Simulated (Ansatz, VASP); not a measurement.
**C: equilibrium volume by level of theory**

```cif
data_structure
_symmetry_space_group_name_H-M 'P 1'
_symmetry_Int_Tables_number 1
_cell_length_a 2.6197
_cell_length_b 2.6197
_cell_length_c 2.6197
_cell_angle_alpha 90.000
_cell_angle_beta 90.000
_cell_angle_gamma 90.000
_cell_volume 17.98
loop_
_atom_site_label
_atom_site_type_symbol
_atom_site_fract_x
_atom_site_fract_y
_atom_site_fract_z
_atom_site_occupancy
C1 C 0.00000 0.50000 0.50000 1
C2 C 0.50000 0.00000 0.50000 1
C3 C 0.50000 0.50000 0.00000 1
```

This isn't the form of C at room conditions, which is graphite.

| rung | level | program and potentials | cutoff (eV) | k mesh | smearing | equilibrium volume (Å³/atom) | notes |
| --- | --- | --- | --- | --- | --- | --- | --- |
| LDA | LDA | Ansatz, Ansatz PAW | 420 | 10 × 10 × 10 | fermi-dirac 0.05 | 5.61 | potentials made for PBE, which Ansatz adapts in part |
| GGA | AM05 | VASP, PBE PAW files C, 600 eV | 600 | 10 × 10 × 10 | fermi-dirac 0.05 | 5.66 | potentials made for PBE |
| GGA | BLYP | VASP, PBE PAW files C, 600 eV | 600 | 10 × 10 × 10 | fermi-dirac 0.05 | 6.75 | potentials made for PBE |
| GGA | PBE | VASP, PBE PAW files C, 600 eV | 600 | 10 × 10 × 10 | fermi-dirac 0.05 | 6.08 | - |
| GGA | PBEsol | VASP, PBE PAW files C, 600 eV | 600 | 10 × 10 × 10 | fermi-dirac 0.05 | 5.75 | potentials made for PBE |
| GGA | PW91 | VASP, PBE PAW files C, 600 eV | 600 | 10 × 10 × 10 | fermi-dirac 0.05 | 6.16 | potentials made for PBE |
| GGA | RPBE | VASP, PBE PAW files C, 600 eV | 600 | 10 × 10 × 10 | fermi-dirac 0.05 | 6.26 | potentials made for PBE |
| non-local van der Waals functional | optB88-vdW | VASP, PBE PAW files C, 600 eV | 600 | 10 × 10 × 10 | fermi-dirac 0.05 | 6.38 | potentials made for PBE |
| non-local van der Waals functional | vdW-DF-cx | VASP, PBE PAW files C, 600 eV | 600 | 10 × 10 × 10 | fermi-dirac 0.05 | 6.09 | potentials made for PBE |

Task: relaxation of cell and atoms. All rows: no spin polarisation. Smearing widths are in eV. For a metal such meshes aren't converged. Meshes are those of the run's cell of 3 atoms unless a note names another. Relaxations start from the cell shown or near it and stop with a little pressure left. Runs on faulty files, with rough fits or with known faults for this quantity aren't shown. No row holds spin-orbit coupling.

By rung: LDA 5.61; GGA 5.66 to 6.75; non-local van der Waals functional 6.09 to 6.38 (Å³/atom).
